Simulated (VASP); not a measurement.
A run of VASP 6.6.1:

File INCAR:

```
PREC     = Accurate       # precision mode
ENCUT    = 520            # plane-wave cutoff, eV
EDIFF    = 1E-6           # SCF threshold, eV
ISMEAR   = 1              # smearing method
SIGMA    = 0.1            # smearing width, eV
LREAL    = False          # projectors in reciprocal space
LASPH    = True           # aspherical terms in the spheres
NELM     = 80             # most SCF steps
ALGO     = Normal         # electronic algorithm
ISIF     = 2              # what is computed and relaxed
LWAVE    = False          # write WAVECAR
LCHARG   = False          # write CHGCAR
LDIPOL   = True         
IDIPOL   = 3            
DIPOL    = 0.5 0.5 0.500
GGA      = PS             # functional
IBRION   = 2              # ionic algorithm
NSW      = 80             # ionic steps
EDIFFG   = -0.02          # ionic threshold
KPAR     = 2
```

The input KPOINTS:

```
regular mesh
0
Gamma
  15 15 1
```

POSCAR

```
Ti
1.0
    2.9020997200      0.0000000000      0.0000000000
   -1.4510501400      2.5132922400      0.0000000000
    0.0000000000      0.0000000000     24.1500280000
Ti
5
Direct
    0.3333330000      0.6666660000      0.3105586500
    0.6666670000      0.3333340000      0.4052793200
    0.3333330000      0.6666660000      0.5000000000
    0.6666670000      0.3333340000      0.5947206800
    0.3333330000      0.6666660000      0.6894413500
```

Potentials or basis: VASP PAW PBE potentials, release 64 (Ti_sv).

Run with:

```sh
$ cat potpaw_PBE.64/Ti_sv/POTCAR > POTCAR
$ mpirun -np 2 vasp_std > vasp.out
```

Hardware: 2 MPI ranks on Intel(R) Xeon(R) Platinum 8559C (Emerald Rapids), on a shared host.

Q: Estimate the wall time of this run.

A: Run time: 7.5 min on 2 MPI ranks on Intel(R) Xeon(R) Platinum 8559C (Emerald Rapids) (shared host), peak memory 0.37 GiB a rank. Counts: scf iterations 86, k points 27, ion steps 7.
